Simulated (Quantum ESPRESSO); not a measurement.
A calculation with Quantum ESPRESSO 7.5 of ZnS (native input, structure typed inline):

Contents of pw.in:

```
&CONTROL
  calculation = 'scf'
  prefix = 'pwscf'
  outdir = './tmp'
  pseudo_dir = './pseudo'
  tprnfor = .true.
  tstress = .true.
  disk_io = 'nowf'
/
&SYSTEM
  ibrav = 0
  nat = 2
  ntyp = 2
  ecutwfc = 55
  ecutrho = 440
  nbnd = 20
  occupations = 'smearing'
  smearing = 'fd'
  degauss = 0.00367493
/
&ELECTRONS
  conv_thr = 4d-10
  electron_maxstep = 120
  mixing_beta = 0.5
/
ATOMIC_SPECIES
Zn    65.3800 Zn_pbe_v1.uspp.F.UPF
S     32.0600 s_pbe_v1.4.uspp.F.UPF
CELL_PARAMETERS angstrom
   0.0000000000    2.7020000000    2.7020000000
   2.7020000000    0.0000000000    2.7020000000
   2.7020000000    2.7020000000    0.0000000000
ATOMIC_POSITIONS crystal
Zn     0.7500000000    0.7500000000    0.7500000000
S      0.0000000000    0.0000000000    0.0000000000
K_POINTS automatic
9 9 9 0 0 0
```

Potentials or basis: SSSP 1.3 efficiency PBE.

Run with:

```console
$ OMP_NUM_THREADS=1 pw.x -in pw.in > pw.out
```

Question: Write the same calculation in another form: ASE script, Cartesian positions.

Answer: As run:

Contents of run.py:

```python
import numpy as np
from ase.calculators.espresso import Espresso, EspressoProfile
from ase.io import read

atoms = read('ZnS.xyz')

input_data = {
    'control': {'calculation': 'scf', 'prefix': 'pwscf', 'outdir': './tmp', 'tprnfor': True, 'tstress': True, 'disk_io': 'nowf'},
    'system': {'ecutwfc': 55.0, 'ecutrho': 440.0, 'nbnd': 20, 'occupations': 'smearing', 'smearing': 'fd', 'degauss': 0.00367493},
    'electrons': {'conv_thr': 4e-10, 'electron_maxstep': 120, 'mixing_beta': 0.5},
}
pseudopotentials = {'Zn': 'Zn_pbe_v1.uspp.F.UPF', 'S': 's_pbe_v1.4.uspp.F.UPF'}
profile = EspressoProfile(command='pw.x', pseudo_dir='pseudo')
atoms.calc = Espresso(profile=profile, input_data=input_data, pseudopotentials=pseudopotentials, kpts=(9, 9, 9), koffset=(0, 0, 0))

print(f'energy {atoms.get_potential_energy():.8f} eV')
print('forces (eV/A)')
print(np.round(atoms.get_forces(), 6))
print('stress (eV/A^3, Voigt)')
print(np.round(atoms.get_stress(), 8))
print(f'Fermi level {atoms.calc.get_fermi_level():.4f} eV')
```

ZnS.xyz

```xyz
2
Lattice="0.0000000000 2.7020000000 2.7020000000 2.7020000000 0.0000000000 2.7020000000 2.7020000000 2.7020000000 0.0000000000" Properties=species:S:1:pos:R:3 pbc="T T T"
Zn     4.0530000000      4.0530000000      4.0530000000
S      0.0000000000      0.0000000000      0.0000000000
```

Potentials or basis: SSSP 1.3 efficiency PBE.

The run is started by

```sh
$ OMP_NUM_THREADS=1 python run.py
```

Both were run:

|  | native input, structure typed inline | ASE script, Cartesian positions |
| --- | --- | --- |
| Pressure | 1.7 GPa | 1.7 GPa |
| Band gap on the k mesh | 2.11 eV, direct | 2.11 eV, direct |

Keys that steer only the numerical path or the files written may differ.
